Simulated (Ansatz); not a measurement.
# Ti (P6_3/mmc) in Ansatz: convergence with smearing width

Aim: find how far smearing width must go before the results for Ti settle, at PBE. This setting moves, with any that are tied to it; all else stays.

All numbers are computed with Ansatz 0.2.0; they aren't measurements. Logs are shortened: lines on timing, memory, paths and dates and some standing lists are left out, and cuts for length are marked.

## 1. Starting point

It takes space group P6_3/mmc (No. 194, hexagonal). The conventional cell has a = 2.950 Å, b = 2.950 Å, c = 4.680 Å, α = 90.00°, β = 90.00°, γ = 120.00°. Ti (site symmetry -6m2) is surrounded by 12 Ti at 2.89 to 2.95 Å.

## 2. With smearing width 0.3 eV

Contents of input.yaml:

```yaml
crystal:
  lattice:
    - [2.95, 0.0, 0.0]
    - [-1.475, 2.5547749412, 0.0]
    - [0.0, 0.0, 4.68]
  atoms:
    - { symbol: Ti, position: [0.6666666667, 0.3333333333, 0.75] }
    - { symbol: Ti, position: [0.3333333333, 0.6666666667, 0.25] }
hamiltonian:
  xc: pbe
  pseudopotentials: { kind: nc, source: spms }
kpoints:
  mp_grid: { grid: [9, 9, 5] }
scf:
  occupations: { method: methfessel_paxton, width: 0.3 }
output:
  forces: true
  stress: true
  eigenvalues: true
```

Potentials or basis: SPMS NC.

Launch:

```
$ ansatz run input.yaml --threads 2 --pin off --max-ram 5632MiB --backend cpu --events-out ev --progress --plain --runs-dir out
```

The program printed:

```text
Warning: RAYON_NUM_THREADS=2 ignored (pool sized by the plan → 2); use --threads N
Engine: ansatz 0.2.0, x86_64-unknown-linux-gnu
Pseudopotentials: kind: nc
Pseudopotential: Ti, nc, valence charge 12, recommended cutoff 707.4960423956879 eV (normal), Ti.nc.azcp
Functional definition: PBE
  parameter kappa = 0.804
  parameter beta = 0.06672455060314922
  exchange = pbe_x(kappa = kappa, mu = beta*pi^2/3)
  correlation = pbe_c(beta = beta)
Crystal: 2 atoms, lattice volume = 35.271 Å³
Basis set: ecut = 707.4960423956879 eV, 1497 PW (Γ), exchange–correlation on 54×54×90 points (8 copies of the dense FFT grid, shifted against one another)
Bands: 16, of which v1, the nominal top of the filled ones, is band 12 counted from 1 (11 counted from 0)
Symmetry: 24 space group operations
Space group: P63/mmc (ITA 194), of the structure as read, at distance tolerance 3.3e-5 Å
k-points: 36 of 405
Non-local potential: Ti, projectors of the file, l = 0: 2, l = 1: 2, l = 2: 2
Initial density: superposition of atomic densities (chi_scale 0.1, normalization cell)
Initial wavefunctions: pseudopotential atomic-orbital guess
Functional: x = pbe(κ = 0.804, μ = 0.2195149727645171), c = pbe(β = 0.06672455060314922)
SCF iter   1: F=—  HF=-3192.807130 eV  |F-HF|=—  |Δ(HF+E_count)|=         —  Δρ=5.66e-2  dr2=1.15e0  ethr=3.10e-3  ⟨swp⟩=3.4  Hψ=2053  notcnv=0
preconditioner: auto → none  [metal: Δε(μ)=0.050 eV  Ē_g=3.077 eV  σ=0.300 eV  W_gap=0.14  n_scr=8 (ndim 8)  ℏωp=17.7 eV  f_vac=0.000  D(μ)=1.72/eV (n_scr^D=22)  sad-step TF]
SCF iter   2: F=—  HF=-3192.496116 eV  |F-HF|=—  |Δ(HF+E_count)|=   3.11e-1  S|Δr|=    0.00e0  Δρ=2.42e-2  dr2=2.05e-1  ethr=3.10e-3  ⟨swp⟩=2.7  Hψ=1209  notcnv=0
SCF iter   3: F=—  HF=-3192.444801 eV  |F-HF|=—  |Δ(HF+E_count)|=   5.13e-2  S|Δr|=    0.00e0  Δρ=3.99e-3  dr2=2.91e-3  ethr=8.53e-4  ⟨swp⟩=2.2  Hψ=787  notcnv=0
SCF iter   4: F=—  HF=-3192.445031 eV  |F-HF|=—  |Δ(HF+E_count)|=   2.29e-4  S|Δr|=    0.00e0  Δρ=3.53e-4  dr2=1.55e-5  ethr=1.21e-5  ⟨swp⟩=7.0  Hψ=4993  notcnv=0
automatic band count: the SCF goes on with 20 bands, as 16 were too few: the levels above may hold too much charge
SCF iter   5: F=—  HF=-3192.445020 eV  |F-HF|=—  |Δ(HF+E_count)|=   1.09e-5  S|Δr|=    0.00e0  Δρ=7.35e-5  dr2=8.63e-7  ethr=6.44e-8  ⟨swp⟩=2.6  Hψ=1463  notcnv=0
SCF iter   6: F=-3192.445019 eV  HF=-3192.445019 eV  |F-HF|=2.68e-9  |Δ(HF+E_count)|=   2.96e-7  S|Δr|=    0.00e0  Δρ=1.72e-5  dr2=1.73e-8  ethr=4.17e-10  ⟨swp⟩=7.6  Hψ=3344  notcnv=0
SCF 1 converged in 6 iterations: F = -3192.445019 eV  dr2 = 1.73e-8
SCF converged after 6 iterations
Stability not checked: this state was not tested for a lower state beside it, because cold or Methfessel-Paxton smearing, or corrected tetrahedra, fill the levels in a way that the test cannot read (fill_not_monotonic; see scf.lower_state_search)
Free energy (F): -3192.445019 eV
Harris-Foulkes:  -3192.445019 eV  (|F-HF|=2.68e-9)
Internal energy: -3192.462266 eV  (E = F + TS)
E sigma→0 (E₀):  -3192.449331 eV
Entropy (-TS):   0.017247 eV (8.623 meV/atom)
Fermi energy:    13.349562 eV
--- Per-component energies (eV) ---
  E_band       = -316.572813
  E_kinetic    = 1193.070683
  E_local      = -1956.848324  (includes V_loc(G=0)·N_el)
  E_nonlocal   = -296.287866
  E_hartree    = 632.054216
  E_xc         = -463.972110
  E_vxc        = -520.619876  (∫ρ·V_xc dr)
  E_ewald      = -2300.478866
  E_smearing   = 0.017247  (= −TS)
  E_closure    = -0.000000  (closes the sum)
  Σ components = -3192.445019   (vs F -3192.445019, Δ=0.00e0)
--- Forces (eV/Å), atoms counted from 1 ---
  atom   1  Ti     0.00000000     0.00000000    -0.00000000
  atom   2  Ti    -0.00000000    -0.00000000     0.00000000
  max |Σ_I F_I| component: 3.70e-17 eV/Å
--- Stress (GPa, compression-positive) ---
       -1.423787       0.000000       0.000000
       -0.000000      -1.423787       0.000000
        0.000000       0.000000      -1.755331
  P = ⅓ Tr σ = -1.5343 GPa (-15.343 kbar)
--- Band table (eV; the first three rows and the last of 36) ---
  k-point 0: bands = ["-43.5330", "-43.4042", "-20.1094", "-19.4900", "-19.4900", "-19.4356", "-19.3943", "-19.3943", "7.1920", "10.7009", "14.0471", "14.1269", "14.1269", "14.2243", "14.6143", "14.6143", "14.9628", "14.9628", "16.4575", "16.4575"]
  k-point 1: bands = ["-43.5209", "-43.4167", "-20.0473", "-19.5023", "-19.4809", "-19.4809", "-19.4035", "-19.4035", "7.5202", "10.4889", "13.6041", "14.0106", "14.0106", "14.0463", "14.4505", "14.4505", "15.2854", "15.2854", "16.4617", "16.4617"]
  k-point 2: bands = ["-43.4889", "-43.4491", "-19.8826", "-19.6745", "-19.4570", "-19.4570", "-19.4275", "-19.4275", "8.4275", "9.6263", "13.3189", "13.6294", "13.9707", "13.9707", "14.1501", "14.1501", "15.8568", "15.8568", "16.3027", "16.3027"]
  k-point 35: bands = ["-43.3922", "-43.3922", "-19.9175", "-19.9175", "-19.7824", "-19.7154", "-19.5328", "-19.5328", "12.0467", "12.1529", "12.2521", "12.2521", "13.1746", "13.1746", "14.8475", "15.2857", "16.4578", "16.4578", "19.9398", "19.9398"]
```

Wall time 2.3 s (2 threads of AMD EPYC (Zen 3), shared host); peak memory 0.31 GiB.

What came out:

```yaml
Free_energy: -3192.4450 eV
Pressure: -1.5 GPa
Band_gap_on_the_k_mesh: none (metal or under the smearing width)
```

## 3. With smearing width 0.2 eV

Edit input.yaml of step 2 so:

```diff
@@ -14,3 +14,3 @@
 scf:
-  occupations: { method: methfessel_paxton, width: 0.3 }
+  occupations: { method: methfessel_paxton, width: 0.2 }
 output:
```

Potentials or basis: SPMS NC.

Launch:

```
$ ansatz run input.yaml --threads 2 --pin off --max-ram 5632MiB --backend cpu --events-out ev --progress --plain --runs-dir out
```

Run time: 1.5 s. Hardware: 2 threads of AMD EPYC (Zen 3), shared host; peak memory 0.31 GiB.

What came out:

```yaml
Free_energy: -3192.4498 eV
Pressure: -1.5 GPa
Band_gap_on_the_k_mesh: none (metal or under the smearing width)
```

## 4. With smearing width 0.15 eV

Edit input.yaml of step 3 so:

```diff
@@ -14,3 +14,3 @@
 scf:
-  occupations: { method: methfessel_paxton, width: 0.2 }
+  occupations: { method: methfessel_paxton, width: 0.15 }
 output:
```

Launch:

```
$ ansatz run input.yaml --threads 2 --pin off --max-ram 5632MiB --backend cpu --events-out ev --progress --plain --runs-dir out
```

Wall time 1.8 s (2 threads of AMD EPYC (Zen 3), shared host); peak memory 0.31 GiB.

What came out:

```yaml
Free_energy: -3192.4514 eV
Pressure: -1.6 GPa
Band_gap_on_the_k_mesh: none (metal or under the smearing width)
```

## 5. With smearing width 0.1 eV

Edit input.yaml of step 4 so:

```diff
@@ -14,3 +14,3 @@
 scf:
-  occupations: { method: methfessel_paxton, width: 0.15 }
+  occupations: { method: methfessel_paxton, width: 0.1 }
 output:
```

Launch:

```
$ ansatz run input.yaml --threads 2 --pin off --max-ram 5632MiB --backend cpu --events-out ev --progress --plain --runs-dir out
```

It took 1.8 s on 2 threads of AMD EPYC (Zen 3), shared host; peak memory 0.31 GiB.

Results:

- Free energy: -3192.4521 eV
- Pressure: -1.5 GPa
- Band gap on the k mesh: none (metal or under the smearing width)

## 6. With smearing width 0.05 eV

Edit input.yaml of step 5 so:

```diff
@@ -14,3 +14,3 @@
 scf:
-  occupations: { method: methfessel_paxton, width: 0.1 }
+  occupations: { method: methfessel_paxton, width: 0.05 }
 output:
```

Potentials or basis: SPMS NC.

Launch:

```
$ ansatz run input.yaml --threads 2 --pin off --max-ram 5632MiB --backend cpu --events-out ev --progress --plain --runs-dir out
```

Run time: 1.8 s. Hardware: 2 threads of AMD EPYC (Zen 3), shared host; peak memory 0.31 GiB.

The run converged. Its results:

```yaml
Free_energy: -3192.4521 eV
Pressure: -1.5 GPa
Band_gap_on_the_k_mesh: none (metal or under the smearing width)
```

## 7. With smearing width 0.025 eV

Edit input.yaml of step 6 so:

```diff
@@ -14,3 +14,3 @@
 scf:
-  occupations: { method: methfessel_paxton, width: 0.05 }
+  occupations: { method: methfessel_paxton, width: 0.025 }
 output:
```

Launch:

```
$ ansatz run input.yaml --threads 2 --pin off --max-ram 5632MiB --backend cpu --events-out ev --progress --plain --runs-dir out
```

It took 1.5 s on 2 threads of AMD EPYC (Zen 3), shared host; peak memory 0.31 GiB.

It converged, with:

```yaml
Free_energy: -3192.4518 eV
Pressure: -1.5 GPa
Band_gap_on_the_k_mesh: none (metal or under the smearing width)
```

## 8. With smearing width 0.01 eV

Edit input.yaml of step 7 so:

```diff
@@ -14,3 +14,3 @@
 scf:
-  occupations: { method: methfessel_paxton, width: 0.025 }
+  occupations: { method: methfessel_paxton, width: 0.01 }
 output:
```

Launch:

```
$ ansatz run input.yaml --threads 2 --pin off --max-ram 5632MiB --backend cpu --events-out ev --progress --plain --runs-dir out
```

Wall time 1.6 s (2 threads of AMD EPYC (Zen 3), shared host); peak memory 0.31 GiB.

It converged, with:

```
Free energy            : -3192.4516 eV
Pressure               : -1.5 GPa
Band gap on the k mesh : none (metal or under the smearing width)
```

## 9. With smearing width 0.005 eV

Edit input.yaml of step 8 so:

```diff
@@ -14,3 +14,3 @@
 scf:
-  occupations: { method: methfessel_paxton, width: 0.01 }
+  occupations: { method: methfessel_paxton, width: 0.005 }
 output:
```

Potentials or basis: SPMS NC.

Launch:

```
$ ansatz run input.yaml --threads 2 --pin off --max-ram 5632MiB --backend cpu --events-out ev --progress --plain --runs-dir out
```

It took 1.8 s on 2 threads of AMD EPYC (Zen 3), shared host; peak memory 0.31 GiB.

The run converged. Its results:

- Free energy: -3192.4515 eV
- Pressure: -1.5 GPa
- Band gap on the k mesh: none (metal or under the smearing width)

## 10. Summary

```
smearing width  energy less the tightest run, at zero smearing (meV/atom)  pressure (GPa)  SCF cycles  CPU time (s)  peak memory (GiB)
        0.3 eV                                                       1.08           -1.53           6           4.1               0.31
        0.2 eV                                                      -0.12           -1.55           6           2.7               0.31
       0.15 eV                                                      -0.39           -1.55           6           3.4               0.31
        0.1 eV                                                      -0.41           -1.53           6           3.2               0.31
       0.05 eV                                                      -0.25           -1.50           7           3.2               0.31
      0.025 eV                                                      -0.10           -1.48           6           2.7               0.31
       0.01 eV                                                      -0.03           -1.47           6           2.9               0.31
      0.005 eV                                                       0.00           -1.48           6           3.3               0.31
```

Against the tightest run, the energy stays within 1 meV/atom from 0.2 eV on; the pressure stays within 0.1 GPa from 0.3 eV on. Narrower smearing needs a denser k mesh, so at a fixed mesh the narrowest width isn't the most accurate. The tightest run that finished is the yardstick and may itself not be fully converged.
